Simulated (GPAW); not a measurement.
# FeO: equation of state with r2SCAN

Crystal: FeO.

```
CELL_PARAMETERS angstrom
-1.60210 1.60210 2.08339
1.60210 -1.60210 2.08339
1.60210 1.60210 -2.08339
ATOMIC_POSITIONS crystal
Fe 0.00000 0.00000 0.00000
O 0.50000 0.50000 0.00000
```

The cell comes from a database or a generator and needn't be the stable form of this composition.

* Program: GPAW 26.7.0
* Task: equation of state
* Functional: r2SCAN
* Potentials or basis: GPAW PAW data sets (gpaw-data 1.2.1)
* Cutoff: 800 eV
* Basis: pw
* k mesh: 8 × 8 × 8
* Occupations: fermi-dirac, width 0.05 eV
* Spin: collinear spin, ferromagnetic start
* Starting moments: [3.0, 0.0] μB
* Ranks: 4
* Maxiter: 150
* Eos scales: [0.94, 0.96, 0.98, 1.0, 1.02, 1.04, 1.06]

```
Equilibrium volume                        : 9.97 Å³/atom (rough: see the caveat)
Bulk modulus at fixed shape and positions : 211 GPa (rough)
```

Energy against volume, from the lowest point:
| volume (Å³/atom) | energy (meV/atom) |
| --- | --- |
| 10.053 | 0.00 |
| 10.267 | 4.96 |
| 10.481 | 14.63 |
| 10.695 | 28.40 |
| 10.909 | 45.84 |
| 11.123 | 66.34 |
| 11.337 | 88.98 |

It took 5.1 min on 4 MPI ranks on Arm Neoverse V2, with other jobs on the host, peak memory 0.63 GiB a rank.

Caveat: the minimum lies outside the volumes run; the cell was scaled at fixed shape and fractional positions, which overstates the stiffness of a crystal with free parameters, most of all of layers and chains; the PAW data sets were made with another functional, which shifts forces and pressure a little.
